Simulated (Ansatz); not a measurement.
# P: a single-point run

Aim: a sound single-point run of P. The structure is shown as the input types it.

Program: Ansatz 0.2.0. Level of theory: density functional or hybrid calculation with the settings of its input, plane waves (as first typed). These are calculated values, not measurements.

1 further run of the same task is left out (for a known fault of the program). Runs told in other sessions of the task aren't counted.

**1. The system as given**

Symmetry: Pmna, No. 53, orthorhombic system. Conventional cell: a = 3.288 Å, b = 34.870 Å, c = 4.587 Å, α = 90.00°, β = 90.00°, γ = 90.00°. P (site symmetry m) has 3 P at 2.21 to 2.25 Å in its first shell of neighbours.

Structure file:

```xyz
4
Lattice="3.2884 0.0000 0.0000 0.0000 34.8700 0.0000 0.0000 0.0000 4.5873" Properties=species:S:1:pos:R:3 pbc="T T T"
P     0.0000   33.8251    2.7053
P     0.0000    1.0449    1.8820
P     1.6442    1.0449    0.4117
P     1.6442   33.8251    4.1757
```

**2. The run**

Input file input.yaml:

```yaml
crystal:
  lattice:
    - [3.2884131033, 0.0, 0.0]
    - [0.0, 34.87000579, 0.0]
    - [0.0, 0.0, 4.5873403583]
  atoms:
    - { symbol: P, position: [0.0, 0.970035237, 0.589738727] }
    - { symbol: P, position: [0.0, 0.029964763, 0.410261273] }
    - { symbol: P, position: [0.5, 0.029964763, 0.089738727] }
    - { symbol: P, position: [0.5, 0.970035237, 0.910261273] }
kpoints:
  mp_grid: { grid: [6, 1, 4] }
hamiltonian:
  xc: scan
scf:
  occupations: { method: fixed }
  n_extra_bands: 5
output:
  forces: true
  stress: true
  eigenvalues: true
```

Command:

```bash
> ansatz run input.yaml --threads 4 --pin off --max-ram 4608MiB --backend cpu --events-out ev --progress --plain --runs-dir out
```

**Question.** How will this run end, and is anything wrong with its input?

The program refused the input before any cycle. The line that matters: «line 14 column 7: hamiltonian.xc: unknown variant `scan`, expected one of `lda`, `lda-pw`, `pw92`, `pbe`, `pbesol`, `rpbe`, `revpbe`, `blyp`, ...»

The suspect setting: hamiltonian.xc is scan. No functional of that name is defined in this program.

Remedy: set hamiltonian.xc to pbesol. Any name on the list would pass the check; a listed functional of a like name need not be the same functional.
